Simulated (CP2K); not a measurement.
Runs of CP2K 2026.2 on Sn. It takes space group Fd-3m (No. 227, cubic). Conventional cell: a = 6.467 Å, b = 6.467 Å, c = 6.467 Å, α = 90.00°, β = 90.00°, γ = 90.00°. Around Sn (site symmetry -43m) lie 4 Sn at 2.80 Å. This isn't the form of Sn at room conditions, which is tetragonal (white tin).

```tsv
level	gap on the mesh (eV)	pressure (GPa)
PW91	none	4.1
BLYP	none	5.5
PBEsol	none	3.8
HLE17	none	0.3
RPBE	none	(b)
LDA	none	(a)
```

Alike in all rows: task band structure; potentials or basis POTENTIAL_UZH Sn GTH-PBE-q4; TZVP-MOLOPT-PBE-GTH basis; no spin polarisation; cell as given; k mesh 7 × 7 × 7; smearing fermi-dirac 0.05 eV.

Q: Fill in the values left out.

A: (a) 3.9; (b) 4.4.

Caveats: the potentials were made for another functional, which shifts forces and pressure; spin-orbit coupling is left out, which moves the levels of the heavy elements; the basis of atomic orbitals isn't converged, which shifts pressures, moduli and gaps; the potentials were made for a functional far from this one (some runs).

A k mesh can miss the band edges, and the runs leave out spin-orbit coupling on Sn.

A gap of «none» marks a metal or a gap under the smearing width.

Runs at the PBE level aren't shown here.
